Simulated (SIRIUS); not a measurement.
# NbP: equation of state with PBEsol

NbP:

```
Nb P
1.0
    -1.67492    1.67492    5.74011
     1.67492   -1.67492    5.74011
     1.67492    1.67492   -5.74011
Nb P
2 2
Direct
  0.24988 0.74988 0.50000
  0.49988 0.49988 0.00000
  0.83275 0.33275 0.50000
  0.08275 0.08275 0.00000
```

The cell is a database's computed one.

```yaml
Program: SIRIUS 7.12.0
Task: equation of state
Functional: PBEsol
Potentials_or_basis: all-electron FP-LAPW
Cutoff: 177 eV
Basis: apw+lo standard
k_mesh: 11 × 11 × 11
Occupations: fermi-dirac, width 0.05 eV
Spin: no spin polarisation
Muffin_tin_radii: Nb 2.44, P 2.2 bohr
Basis_cutoff_gk_cutoff: 3.61 1/bohr
Cutoff_of_density_and_potential_pw_cutoff: 20 1/bohr
lmax_of_the_basis: 10
lmax_of_density_and_potential: 8
Valence_relativity: iora
Core_states: Nb 1s2s2p3s3p3d, P 1s
Local_orbitals_radial_functions: Nb 13, P 12
Smallest_sphere_radius_times_basis_cutoff: 7.94
```

```json
{
  "Equilibrium volume": "15.57 Å³/atom",
  "Bulk modulus at fixed shape and positions": "205 GPa",
  "Pressure derivative of the bulk modulus": "4.3"
}
```

Energy against volume, from the lowest point:
| volume (Å³/atom) | energy (meV/atom) |
| --- | --- |
| 15.137 | 7.60 |
| 15.459 | 0.00 |
| 15.781 | 1.23 |
| 16.103 | 10.40 |
| 16.425 | 26.68 |
| 16.747 | 49.34 |
| 17.069 | 77.73 |

All runs of the series together: 28 min on 2 threads of Arm Neoverse V2, with other jobs on the host.

Caveat: the cell was scaled at fixed shape and fractional positions, which overstates the stiffness of a crystal with free parameters, most of all of layers and chains.
